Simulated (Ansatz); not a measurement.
Ge in Ansatz: the effect of target pressure

The system is Ge.

```
CELL_PARAMETERS angstrom
0.00000 2.82891 2.82891
2.82891 0.00000 2.82891
2.82891 2.82891 0.00000
ATOMIC_POSITIONS crystal
Ge 0.75000 0.75000 0.75000
Ge 0.50000 0.50000 0.50000
```

Alike in all runs:

| Item | Value |
| --- | --- |
| Program | Ansatz 0.2.0 |
| Task | relaxation of cell and atoms |
| Functional | PBEsol |
| Potentials or basis | Ansatz PAW |
| Cutoff | 420 eV (not typed: the program's choice for these potentials) |
| k mesh | 8 × 8 × 8 |
| Occupations | fermi-dirac, width 0.05 eV |
| Spin | no spin polarisation |

Each run relaxes the cell or the atoms first.

Question: One run gave: relaxed volume 20.40 Å³/atom; gap on the mesh 0.34 eV. Which target pressure did it use?
A. 2 GPa
B. 5 GPa
C. 20 GPa
D. 10 GPa
E. 30 GPa

Answer: D.

| target pressure | relaxed volume (Å³/atom) | gap on the mesh (eV) |
| --- | --- | --- |
| 0 GPa | 22.86 | none |
| 2 GPa | 22.21 | 0.16 |
| 5 GPa | 21.42 | 0.29 |
| 10 GPa | 20.40 | 0.34 |
| 20 GPa | 18.90 | 0.20 |
| 30 GPa | 17.83 | 0.09 |

Caveats: the plane-wave basis is chosen anew once the cell has moved, so the energies of steps on either side of that aren't comparable; the PAW data sets come from PBE, with cores solved anew for the run's functional, which leaves a small shift of forces and pressure; the volume moved by over 15 % at a fixed basis, so the end points are rough (some runs).

A k mesh can miss the band edges.

A gap of «none» marks a metal or a gap under the smearing width.
